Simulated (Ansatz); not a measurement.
BaH2: changing the dispersion correction

The cell as given:

```
Ba H
1.0
     4.46203    0.00000    0.00000
    -2.23101    3.86423    0.00000
     0.00000    0.00000    6.05529
Ba H
2 4
Direct
  0.33333 0.66667 0.25000
  0.66667 0.33333 0.75000
  0.00000 0.00000 0.00000
  0.00000 0.00000 0.50000
  0.66667 0.33333 0.25000
  0.33333 0.66667 0.75000
```

The cell comes from a database or a generator and needn't be the stable form of this composition.

Kept alike: task relaxation of cell and atoms; functional PBEsol; k mesh 7 × 7 × 5; occupations fermi-dirac, width 0.05 eV; no spin polarisation. Program: Ansatz, Ansatz PAW, cutoff 420 eV. The mesh is that of the run's cell of 6 atoms. No spin-orbit coupling.

| dispersion correction | volume (Å³/atom) | first edge of the run's cell (Å) | third edge of the run's cell (Å) |
| --- | --- | --- | --- |
| D3(BJ) | 15.320 | 4.335 | 5.648 |
| D3(BJ)-ATM | 15.395 | 4.340 | 5.663 |
| D4 | 15.612 | 4.350 | 5.717 |
| none | 16.082 | 4.385 | 5.796 |

The relaxations keep at least the cell's symmetry (P6_3/mmc). Relaxations stop with a little pressure left, so the last digits of a volume or edge aren't settled. All rows use potentials made for PBE.

Q: What does the dispersion correction change here?

A: The volume runs from 15.320 (D3(BJ)) to 16.082 Å³/atom (none). Against no correction: D3(BJ) -4.7 %; D3(BJ)-ATM -4.3 %; D4 -2.9 %. Dispersion terms mostly attract and so lower the volume; the schemes' coefficients and damping set how far. The first edge of the run's cell runs from 4.335 (D3(BJ)) to 4.385 Å (none). The third edge of the run's cell runs from 5.648 (D3(BJ)) to 5.796 Å (none).
